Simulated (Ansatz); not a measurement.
# Si/GaP/CoSi2: a contact from a semiconductor to a metal, part 3 of 5

Wanted: barrier heights, local density of states and T(E) for Si/GaP/CoSi2. The semiconductor is Si diamond(111), undoped, with its far face capped by hydrogen, and the metal is CoSi2 fluorite(111) turned by 180 degrees (type B), with GaP zinc blende(111) between them (whole bilayers). After relaxation the nearest pair at the metal is Si–Ga at 2.48 Å, along the normal. The common net has a side of 3.896 Å, which strains the semiconductor by +0.7 %, the layer between by +0.0 % and the metal by +2.8 %, against typed lattice constants near PBE's. The first steps treat the bulk crystals alone.

Ansatz 0.2.0; PBE DFT, plane waves, PAW files (the session's first sound run).

So far. Step 4 (Relaxing the interfaces): The largest force component on a free atom ends at 0.0072 eV/Å. At one or more of this run's solves the program warned of density in the dipole ramp over its bound, where dipole, forces and levels can be off.

## (5) The contact's transmission, atomic planes in the barrier 4, gap between the electrodes 8.76 Å

This step: PBE DFT, plane waves, PAW files; ballistic transmission by layer matching between semi-infinite leads (Ansatz 0.2.0).

System of this step: Si/GaP/CoSi2. The cell holds 52 atoms: 38 Si, 2 P, 2 Ga, 9 Co and 1 H. Cell: a = 3.896 Å, b = 3.896 Å, c = 92.890 Å, α = 90.0°, β = 90.0°, γ = 120.0°. Regions: left electrode, 20 atoms (20 Si); barrier, 4 atoms (2 P and 2 Ga); right electrode, 27 atoms (18 Si and 9 Co). Vacuum lies along c.

The semiconductor is one lead and the metal the other. The lead's open channels mark its band edges against the Fermi level.

input.yaml

```yaml
crystal:
  lattice:
    - [3.896, 0.0, 0.0]
    - [-1.948, 3.3740349731, 0.0]
    - [0.0, 0.0, 92.8904994196]
  atoms:
    - { symbol: Si, position: [0.66666667, 0.33333333, 0.1668631356] }
    - { symbol: Si, position: [0.0, 0.0, 0.1752535288] }
    - { symbol: Si, position: [0.0, 0.0, 0.2007645336] }
    - { symbol: Si, position: [0.33333333, 0.66666667, 0.2091549268] }
    - { symbol: Si, position: [0.33333333, 0.66666667, 0.2346659316] }
    - { symbol: Si, position: [0.66666667, 0.33333333, 0.2430563248] }
    - { symbol: Si, position: [0.66666667, 0.33333333, 0.2685673296] }
    - { symbol: Si, position: [0.0, 0.0, 0.2769577228] }
    - { symbol: Si, position: [0.0, 0.0, 0.3024687276] }
    - { symbol: Si, position: [0.33333333, 0.66666667, 0.3108591208] }
    - { symbol: Si, position: [0.33333333, 0.66666667, 0.3363701256] }
    - { symbol: Si, position: [0.66666667, 0.33333333, 0.3447605188] }
    - { symbol: Si, position: [0.66666667, 0.33333333, 0.3702715236] }
    - { symbol: Si, position: [0.0, 0.0, 0.3786619168] }
    - { symbol: Si, position: [0.0, 0.0, 0.4041729216] }
    - { symbol: Si, position: [0.33333333, 0.66666667, 0.4125633148] }
    - { symbol: Si, position: [0.33333333, 0.66666667, 0.4380743195] }
    - { symbol: Si, position: [0.66666667, 0.33333333, 0.4464647128] }
    - { symbol: Si, position: [0.66666667, 0.33333333, 0.471936348] }
    - { symbol: Si, position: [0.0, 0.0, 0.4799512712] }
    - { symbol: P, position: [0.0, 0.0, 0.5045422684] }
    - { symbol: Ga, position: [0.33333333, 0.66666667, 0.5133226367] }
    - { symbol: P, position: [0.33333333, 0.66666667, 0.5386844289] }
    - { symbol: Ga, position: [0.66666667, 0.33333333, 0.547608173] }
    - { symbol: Si, position: [0.66666667, 0.33333333, 0.5742894508] }
    - { symbol: Co, position: [0.33333333, 0.66666667, 0.5807309538] }
    - { symbol: Si, position: [0.0, 0.0, 0.5874396583] }
    - { symbol: Si, position: [0.33333333, 0.66666667, 0.6046288933] }
    - { symbol: Co, position: [0.0, 0.0, 0.612399604] }
    - { symbol: Si, position: [0.66666667, 0.33333333, 0.6201703147] }
    - { symbol: Si, position: [0.0, 0.0, 0.6373595498] }
    - { symbol: Co, position: [0.66666667, 0.33333333, 0.6451302605] }
    - { symbol: Si, position: [0.33333333, 0.66666667, 0.6529009712] }
    - { symbol: Si, position: [0.66666667, 0.33333333, 0.6700902062] }
    - { symbol: Co, position: [0.33333333, 0.66666667, 0.6778609169] }
    - { symbol: Si, position: [0.0, 0.0, 0.6856316276] }
    - { symbol: Si, position: [0.33333333, 0.66666667, 0.7028208626] }
    - { symbol: Co, position: [0.0, 0.0, 0.7105915733] }
    - { symbol: Si, position: [0.66666667, 0.33333333, 0.718362284] }
    - { symbol: Si, position: [0.0, 0.0, 0.7355515191] }
    - { symbol: Co, position: [0.66666667, 0.33333333, 0.7433222298] }
    - { symbol: Si, position: [0.33333333, 0.66666667, 0.7510929405] }
    - { symbol: Si, position: [0.66666667, 0.33333333, 0.7682821755] }
    - { symbol: Co, position: [0.33333333, 0.66666667, 0.7760528862] }
    - { symbol: Si, position: [0.0, 0.0, 0.7838235969] }
    - { symbol: Si, position: [0.33333333, 0.66666667, 0.801012832] }
    - { symbol: Co, position: [0.0, 0.0, 0.8087835427] }
    - { symbol: Si, position: [0.66666667, 0.33333333, 0.8165542533] }
    - { symbol: Si, position: [0.0, 0.0, 0.8337434884] }
    - { symbol: Co, position: [0.66666667, 0.33333333, 0.8415141991] }
    - { symbol: Si, position: [0.33333333, 0.66666667, 0.8492849098] }
    - { symbol: H, position: [0.66666667, 0.33333333, 0.1507150902] }
kpoints:
  mp_grid: { grid: [8, 8, 1] }
scf:
  occupations: { method: fermi_dirac, width: 0.1 }
  max_iter: 150
hamiltonian:
  xc: pbe
efield:
  axis: 3
  dipole_correction: true
output:
  transmission:
    kmesh: [12, 12]
    e_range: [-2.5, 2.5]
    de: 0.05
    leads: [[8, 10], [37, 40]]
  dos: { projected: true, e_range: [-6, 5], de: 0.05 }
  write_potential: true
  write_density: true
  volumetric_format: npy
  elf: true
```

Launch:

```bash
$ ansatz run input.yaml --threads 8 --pin off --max-ram 24576MiB --backend cpu --events-out ev --progress --plain --runs-dir out
```

Numbers of over 12 decimals in the logs are rounded to 6 here.

What it wrote:

```text
[...]
Crystal: 52 atoms, lattice volume = 1221.068 Å³
Basis set: ecut = 420 eV, 24179 PW (Γ)
Bands: 223, of which v1, the nominal top of the filled ones, is band 171 counted from 1 (170 counted from 0)
Symmetry: 6 space group operations
[...]
k-points: 10 of 64 (time reversal used)
[...]
SCF iter   1: F=—  HF=-79401.355548 eV  |F-HF|=—  |Δ(HF+E_count)|=         —  Δρ=6.48e-3  dr2=1.36e1  ethr=1.77e-3  p=-0.076 e·Å  D=-1.12e-2 V/Å  ΔV_dip=1.04 eV  dr2_dipole=1.38e0  V_vac-E_F(+/−)=4.62/3.58 eV  ⟨swp⟩=9.5  Hψ=12197  notcnv=0  defer=68
[...]
SCF iter  14: F=-79401.267999 eV  HF=-79401.267999 eV  |F-HF|=2.88e-9  |Δ(HF+E_count)|=   3.62e-7  Δρ=8.59e-7  dr2=5.89e-8  ethr=2.92e-11  p=-0.050 e·Å  D=-7.38e-3 V/Å  ΔV_dip=0.69 eV  dr2_dipole=5.42e-9  V_vac-E_F(+/−)=4.96/4.27 eV  ⟨swp⟩=15.3  Hψ=8480  notcnv=0
SCF 1 converged in 14 iterations: F = -79401.267999 eV  dr2 = 5.89e-8
[...]
transmission: 142 of 1349 steps passed
transmission: 273 of 1349 steps passed
[...]
transmission: 1349 of 1349 steps passed
WARN: The output density's exchange-correlation potential varies sharply where the density is thin. Do not read a vacuum level from v_tot or v_xc, or from such a field of the output density. On a cell that repeats whose density bears no net charge and no dipole along the vacuum's axis use v_es (v_loc + v_h of the components); under efield.dipole_correction with no amplitude use v_es + v_field, which holds any externa [...]
SCF converged after 14 iterations
Free energy (F): -79401.267999 eV
[...]
Internal energy: -79400.874424 eV  (E = F + TS)
E sigma→0 (E₀):  -79401.071211 eV
Entropy (-TS):   -0.393575 eV (-7.569 meV/atom)
Fermi energy:    4.937349 eV
Dipole field:    D = -0.007344 V/Å  (p = -0.049557 e·Å, saw-weighted, corrected)
Work function:   Φ+ = 4.9565 eV   Φ− = 4.2743 eV
[...]
--- Band table (eV; the first three rows and the last of 10) ---
  k-point 0: bands = [... 167 lower, 5.8336, 5.8748, 5.9622, 6.0820, 6.0919, 6.0919, 6.1813, 6.2355, ... 48 higher]
  k-point 1: bands = [... 167 lower, 5.7067, 5.8613, 5.9984, 6.0749, 6.1504, 6.3152, 6.3547, 6.4155, ... 48 higher]
  k-point 2: bands = [... 167 lower, 4.8100, 4.9113, 5.1129, 5.4226, 5.4734, 5.5378, 5.7038, 5.7295, ... 48 higher]
  k-point 9: bands = [... 167 lower, 4.1654, 4.2775, 4.3991, 4.4940, 4.5103, 4.5382, 4.5463, 5.0352, ... 48 higher]
--- Transmission ---
  basis      : 121 plane waves across, 71 finite elements along
  points     : 19, standing for a mesh of 12 x 12
  energies   : 101 from -2.500000 to 2.500000 eV about the Fermi level, 0.050000 eV apart; the leads are filled to 0.000000 eV, and channels, transmission and decay are at 0.000000 eV
  crystal 0  : Si2, at the sites [8, 10], period 3.1491 Å, over 29.92 Å; its Hamiltonian steps by up to 27.3 meV: too much for a lead, lay more layers or, if its atoms are ordered, name the step of that order
    offset         : up to 0.0000 Å between an atom of the period and one for which it stands
    channels       : 0.000000e0 a spin
    conductance    : none, the energies end too early or step too widely for 300 K: set another output.transmission.e_range or a lower de, or, where they end at an eighth of basis.ecutwfc, a higher one
    slowest decay  : 0.0907 /Å at (0.0000, 0.0000)
  crystal 1  : Si2Co1, at the sites [37, 40], period 3.0404 Å, over 25.34 Å; its Hamiltonian steps by up to 8.3 meV
[...]
channels       : 1.354167e0 a spin
[...]
slowest decay  : 0.1414 /Å at (0.5000, 0.0000)
  junction   : crystal 0 to crystal 1, 29.67 to 64.49 Å
    transmission   : 0.000000e0 a spin
[...]
```

Elapsed: 3.2 min, on 8 threads of Arm Neoverse V2, shared host; peak memory 9.9 GiB.

Numbers from this step:

```yaml
free_energy: -79401.2680 eV
fermi_energy: 4.937 eV
level_to_which_the_leads_are_filled: 0 eV from the Fermi level
transmission_at_the_fermi_level_a_spin_zone_mean: 0
channels_of_the_lower_lead: 0
channels_of_the_upper_lead: 1.354
potential_step_in_the_lower_lead: 27.3 meV
potential_step_in_the_upper_lead: 8.3 meV
work_function_upper_face: 4.957 eV
work_function_lower_face: 4.274 eV
dipole_moment: -0.04956 e·Å
dipole_field: -0.007344 V/Å
```

One spin. Transmission, zone mean against energy, zero at the Fermi level:

energy (eV), transmission, zone mean and a bar:
```
   -2.400      0.559 ######################
   -2.300      0.563 ######################
   -2.200      0.495 ####################
   -2.000      0.365 ###############
   -1.800      0.293 ############
   -1.600      0.173 #######
   -1.500      0.261 ##########
   -1.400      0.129 #####
   -1.200      0.043 ##
   -1.000      0.017 #
   -0.800      0.008 
   -0.600      0.003 
   -0.400      0.000 
   -0.200      0.000 
    0.000      0.000 
    0.200      0.001 
    0.400      0.006 
    0.600      0.024 #
    0.800      0.025 #
    1.000      0.037 #
    1.200      0.056 ##
    1.400      0.070 ###
    1.600      0.248 ##########
    1.650      0.328 #############
    1.800      0.254 ##########
    2.000      0.394 ################
    2.200      0.581 #######################
    2.400      0.754 ##############################
```

One spin. Table of open channels, zone mean by energy, zero at the Fermi level:

| energy (eV) | lower lead | upper lead |
| --- | --- | --- |
| -2.50 | 1.76 | 1.27 |
| -2.35 | 1.63 | 1.02 |
| -2.25 | 1.59 | 1.23 |
| -2.10 | 1.59 | 1.61 |
| -1.95 | 1.55 | 1.42 |
| -1.80 | 1.34 | 1.74 |
| -1.70 | 1.34 | 1.71 |
| -1.55 | 1.02 | 1.85 |
| -1.40 | 0.854 | 1.57 |
| -1.30 | 0.604 | 1.24 |
| -1.15 | 0.562 | 1.72 |
| -1.00 | 0.354 | 1.63 |
| -0.90 | 0.312 | 1.59 |
| -0.75 | 0.146 | 1.88 |
| -0.60 | 0.146 | 1.88 |
| -0.45 | 0.00694 | 1.79 |
| -0.35 | 0 | 1.71 |
| -0.20 | 0 | 1.46 |
| -0.05 | 0 | 1.35 |
| 0.00 | 0 | 1.35 |
| 0.05 | 0 | 1.27 |
| 0.20 | 0.0417 | 1.27 |
| 0.35 | 0.104 | 1.03 |
| 0.45 | 0.208 | 0.986 |
| 0.60 | 0.292 | 0.944 |
| 0.75 | 0.5 | 0.722 |
| 0.90 | 0.757 | 0.681 |
| 1.00 | 0.757 | 0.597 |
| 1.15 | 0.986 | 0.597 |
| 1.30 | 1.28 | 0.653 |
| 1.40 | 1.36 | 0.694 |
| 1.55 | 1.65 | 0.882 |
| 1.70 | 1.99 | 0.965 |
| 1.80 | 2.07 | 1.17 |
| 1.95 | 2.11 | 1.17 |
| 2.10 | 2.38 | 1.38 |
| 2.25 | 1.95 | 1.58 |
| 2.35 | 1.74 | 1.83 |
| 2.50 | 1.83 | 1.83 |

Projected DOS an atom over height of the atomic layer and energy from the Fermi level. Layers: H Si Si Si Si Si Si Si Si Si Si Si Si Si Si Si Si Si Si Si Si P Ga P Ga Si Co Si Si Co Si Si Co Si Si Co Si Si Co Si Si Co Si Si Co Si Si Co Si Si Co Si; projections on atoms miss part of the total, and the computed bands can run out at the top of the range; a column is the mean of 4 neighbouring layers, the last of those left over.

Values in states/eV, 22 rows by 13 columns, each cell a mean:
```
0.04 0.04 0.04 0.04 0.05 0.04 0.04 0.04 0.04 0.04 0.04 0.05 0.06
0.24 0.25 0.27 0.26 0.29 0.29 0.29 0.25 0.22 0.29 0.25 0.25 0.30
0.38 0.41 0.39 0.40 0.35 0.43 0.49 0.49 0.49 0.49 0.51 0.50 0.48
0.62 0.73 0.71 0.62 0.57 0.54 0.50 0.39 0.40 0.39 0.38 0.34 0.31
0.46 0.51 0.53 0.61 0.68 0.52 0.36 0.24 0.22 0.25 0.26 0.28 0.32
0.48 0.56 0.56 0.53 0.49 0.48 0.48 0.46 0.50 0.50 0.49 0.47 0.39
0.47 0.70 0.68 0.67 0.63 0.64 0.37 0.47 0.50 0.45 0.46 0.51 0.45
0.21 0.36 0.37 0.44 0.55 0.40 0.17 0.18 0.16 0.16 0.15 0.16 0.36
0.07 0.17 0.19 0.21 0.26 0.19 0.18 0.19 0.15 0.15 0.15 0.15 0.25
0.01 0.02 0.04 0.06 0.12 0.12 0.29 0.28 0.29 0.26 0.27 0.30 0.38
0.00 0.00 0.00 0.00 0.01 0.03 0.41 0.41 0.60 0.47 0.46 0.60 0.69
0.07 0.11 0.11 0.09 0.05 0.07 0.82 0.63 1.08 0.76 0.74 1.05 0.76
0.18 0.28 0.27 0.24 0.17 0.20 1.08 0.92 1.68 0.94 0.94 1.73 1.37
0.43 0.62 0.58 0.55 0.44 0.37 1.16 1.29 2.24 1.24 1.23 2.22 1.09
0.56 0.67 0.65 0.67 0.63 0.59 0.76 0.68 0.94 0.58 0.59 0.96 0.76
0.61 0.70 0.71 0.69 0.70 0.68 0.59 0.55 0.74 0.54 0.56 0.74 0.58
0.53 0.65 0.67 0.70 0.73 0.74 0.55 0.61 0.78 0.65 0.63 0.76 0.61
0.47 0.63 0.62 0.61 0.62 0.69 0.60 0.86 1.04 0.92 0.92 1.02 0.70
0.58 0.48 0.52 0.55 0.50 0.57 0.54 0.60 0.52 0.51 0.51 0.52 0.40
0.17 0.19 0.19 0.22 0.41 0.51 0.33 0.39 0.35 0.38 0.39 0.35 0.29
0.10 0.14 0.14 0.14 0.15 0.18 0.24 0.28 0.24 0.26 0.27 0.25 0.23
0.13 0.19 0.17 0.18 0.16 0.17 0.23 0.28 0.23 0.26 0.26 0.25 0.23
```
Columns: height of the atomic layer (Å) from 16.1 to 77.6 (not evenly spaced); rows upwards: energy from the Fermi level (eV) from -6 to 5.

ELF in the ca plane at fractional y = 0.333, with atoms of Si and Ga and Co and H within 0.2 Å of it. It is the smooth field of the valence electrons, not physical close to the nuclei.

Ten even steps from '0' (0.02) to '9' (0.94), each cell a mean:
```
55431114788755556898631124442101245432234567
11100014776468875577630001110000122211247764
00000013543359984334520000000000022100148853
00000013533369994324520000000000022100148953
11100014675468984467620000110000122211247854
45421014788765556898630023432101244432235667
88753224688642225788631246764212356653212345
99974334566420013566432468864323467763100123
99974334566420002566433468864323467763100123
89863224688631124787532357764212357753211244
```
Columns run along c (16.0 Å, from fractional 0.41 to 0.58 of the cell), rows up along a (3.9 Å). Atoms in or near the plane, at fractional coordinates: Si at (0.45, 0.67), Si at (0.47, 0.67), Ga at (0.55, 0.67), Si at (0.57, 0.67).

Valence density in the ca plane at fractional y = 0.333, with atoms of Si and Ga and Co and H within 0.2 Å of it. It is the smooth field of the valence electrons, not physical close to the nuclei.

Ten steps, logarithmic in the rise over the least value, from '0' (0 e/Å³) to '9' (24 e/Å³), each cell a mean:
```
11000000112111011121100000100000001111100111
00000000122111111121100000000000001344211111
00000000111012221011100000000000002699422210
00000000110012221011100000000000002699522210
00000000121111111121100000000000001355311111
00000000112111111121100000000000001122110111
11110000111100001111100011111000011111000011
22210000111000000111100011221100011110000001
22211000111000000111100012221100011110000001
11110000111100000111100011111000011110000001
```
Columns run along c (16.0 Å, from fractional 0.41 to 0.58 of the cell), rows up along a (3.9 Å). Atoms in or near the plane, at fractional coordinates: Si at (0.45, 0.67), Si at (0.47, 0.67), Ga at (0.55, 0.67), Si at (0.57, 0.67).

Electrostatic potential energy in the ca plane at fractional y = 0.333, with atoms of Si and Ga and Co and H within 0.2 Å of it. With pseudopotentials it is smooth inside the atoms' cores, unlike the true potential.

Ten even steps from '0' (-48 eV) to '9' (8 eV), each cell a mean:
```
99999888999888899999999999999998889999888999
99998524788633589999999999999975557997425799
99986000487300169999999999999865556884001589
99985000387200169999999999999865556884000589
99997413688621479999999999999975557886314799
99999877899877899999999999999988789998878999
99999999999999999999999999999999999999999999
99998999999999889999988889999999999999999888
99998999999999889999988889999999999999999888
99999999999999999999999999999999999999999999
```
Columns run along c (16.0 Å, from fractional 0.42 to 0.60 of the cell; values clipped at the 3rd and 97th percentile), rows up along a (3.9 Å). Atoms in or near the plane, at fractional coordinates: Si at (0.45, 0.67), Si at (0.47, 0.67), Ga at (0.55, 0.67), Si at (0.57, 0.67).

The semiconductor's channels close between -0.40 and +0.20 eV. In the worse lead the potential repeats within 27 meV, which the program flags as too much for a lead, so the lead is short or a field runs through it.

[end of part 3 of 5]

[Logs are printed without paths, hosts, clocks, repeated set-up lines and the standing remarks that a program may print on its own settings, such as how far it seeks lower states.]

[Hosts, paths, dates, database ids (printed as entryN), source tags and the programs' standing remarks are cut or masked in the printed files.]
